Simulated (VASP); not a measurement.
A run of VASP 6.6.1:

The input INCAR:

```
PREC     = Accurate       # precision mode
ENCUT    = 520            # plane-wave cutoff, eV
EDIFF    = 1E-6           # SCF threshold, eV
ISMEAR   = 0              # smearing method
SIGMA    = 0.1            # smearing width, eV
LREAL    = False          # projectors in reciprocal space
LASPH    = True           # aspherical terms in the spheres
NELM     = 100            # most SCF steps
ALGO     = Normal         # electronic algorithm
ISIF     = 2              # what is computed and relaxed
LWAVE    = False          # write WAVECAR
LCHARG   = False          # write CHGCAR
GGA      = PE             # functional
NBANDS   = 16             # bands
```

The input KPOINTS:

```
regular mesh
0
Gamma
  6 6 4
```

POSCAR

```
BN
1.0
    2.5539396017      0.0000000000      0.0000000000
   -1.2769698009      2.2117765748      0.0000000000
    0.0000000000      0.0000000000      4.2268550000
B N
2 2
Direct
    0.6666666700      0.3333333300      0.9997240000
    0.3333333300      0.6666666700      0.4997240000
    0.6666666700      0.3333333300      0.6252760000
    0.3333333300      0.6666666700      0.1252760000
```

Potentials or basis: VASP PAW PBE potentials, release 64 (B, N).

The run is started by

```sh
$ cat potpaw_PBE.64/B/POTCAR potpaw_PBE.64/N/POTCAR > POTCAR
$ mpirun -np 1 vasp_std > vasp.out
```

Hardware: 1 thread of AMD EPYC 7R43 64-Core Processor (Zen 3), on a shared host.

Task: How long does it take, and how much memory?

Result: Wall time 10 s on 1 thread of AMD EPYC 7R43 64-Core Processor (Zen 3), with other jobs on the host, peak memory 0.09 GiB. Counts: scf iterations 12, k points 21.
